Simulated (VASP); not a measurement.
Crystal: CdS.

```
Cd S
1.0
     0.00000    2.75324    2.75324
     2.75324    0.00000    2.75324
     2.75324    2.75324    0.00000
Cd S
1 1
Cartesian
  0.0000 0.0000 0.0000
  2.7532 2.7532 2.7532
```

Measurements of this composition are mostly on another form, of space group No. 186.

Base run:

* Program: VASP 6.6.1
* Functional: PBE
* Potentials or basis: VASP PAW PBE potentials, release 64 (Cd_GW, S_GW)
* Cutoff: 500 eV
* k mesh: 5 × 5 × 5
* Occupations: gaussian, width 0.02 eV
* Spin: no spin polarisation

Its results: band gap on the k mesh 0.75 eV, indirect (least direct gap 1.54 eV); pressure -0.4 GPa.

Problem. The run is repeated on the same cell with these changes: k mesh from 5 × 5 × 5 to 4 × 4 × 4; further incar settings from ALGO = Normal; EDIFF = 1e-07; NBANDS = 16 to ALGO = Normal; EDIFF = 1e-06. What comes out?

Solution. Band gap on the k mesh 0.21 eV, indirect (least direct gap 1.52 eV); pressure -0.2 GPa.

Caveats: some runs use coarse meshes; an odd mesh through Γ misses points on the zone boundary, where band edges often lie (some runs).
